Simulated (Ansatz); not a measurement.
## MgO: energy along a strain

MgO, Fm-3m, a = 4.204 Å. Ansatz: r2SCAN, PAW, 500 eV, Γ-centred 10×10×10 mesh on 2 atoms, Gaussian smearing 0.05 eV; no spin polarisation. Cell vectors (Å): 0.000 2.102 2.102; 2.102 0.000 2.102; 2.102 2.102 0.000. The cell is strained by x per cent times the pattern (0 1 0 0 0 0) in the order xx yy zz yz xz xy (engineering shears), with fractional coordinates held. y is the free energy over the start, V0 = 9.289 Å³/atom. Points with a strain past 8.5 % were computed too (5) and aren't used here.

| x (%) | y (meV/atom) |
| --- | --- |
| -7.50 | 69.94 |
| -3.75 | 14.90 |
| 0.00 | 0.00 |
| 3.75 | ? |
| 7.50 | 37.54 |

Fit y = c2 x² + c3 x³ to the other rows, get the stiffness along the pattern, and predict the missing energy.

Least squares on the rows shown. y = 0.95418 x² − 0.038320 x³. The clamped-ion stiffness p·C·p = 2 × 9.542 eV × 160.2 / 9.289 Å³ = 329 GPa, which is C22 in these axes (C11 of the cubic crystal). At x = 3.75 the fit asked for gives 11.40 meV/atom. The run gave 10.84 meV/atom, so the fit is 0.56 meV/atom too high, within twice the rms miss on the fitted rows (0.32 meV/atom).

Cost: 10 runs of about 0.6 core-minutes in all, on Arm Neoverse V1 (shared hosts).